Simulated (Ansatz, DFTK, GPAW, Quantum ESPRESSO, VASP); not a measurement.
**HfC: programs and potentials compared**

```
CELL_PARAMETERS angstrom
0.00000 2.32500 2.32500
2.32500 0.00000 2.32500
2.32500 2.32500 0.00000
ATOMIC_POSITIONS crystal
Hf 0.50000 0.50000 0.50000
C 0.00000 0.00000 0.00000
```

Alike in all runs: task band structure; functional PBEsol; k mesh 10 × 10 × 10; occupations fermi-dirac, width 0.05 eV; no spin polarisation; no spin-orbit coupling. Pressure is positive in compression and, in plane waves, holds the error of the finite cutoff, which Ansatz's Pulay term estimates and takes out.

```csv
program and potentials,plane-wave cutoff (eV),notes,pressure (GPa)
"DFTK, SPMS 1.0 (PBE)",1225,potentials made for PBE; 8 valence electrons an atom on average,-5.50
"Quantum ESPRESSO, SG15 PBE 1.2",1197,potentials made for PBE; 15 valence electrons an atom on average,-6.25
"Quantum ESPRESSO, GBRV 1.5 PBEsol",612,8 valence electrons an atom on average,-6.29
"Quantum ESPRESSO, PseudoDojo 0.4.1 SR PBEsol standard",1116,8 valence electrons an atom on average,-6.24
"Ansatz, all-electron LAPW, scalar-relativistic",-,-,-6.48
"VASP, PBE PAW files C, Hf_pv, 520 eV",520,potentials made for PBE; 7 valence electrons an atom on average,-6.96
"Ansatz, PAW datasets made for the crystal",400,15 valence electrons an atom on average,-6.48
"GPAW, PAW data sets generated for this functional",800,8 valence electrons an atom on average,-5.31
```

The pressure spans -6.96 (VASP, PBE PAW files C, Hf_pv, 520 eV) to -5.31 GPa (GPAW, PAW data sets generated for this functional), with all-electron results at -6.48.

The functional is the same throughout but for its coding, so the spread measures potentials, basis and numerics; runs on potential files found faulty are left out.
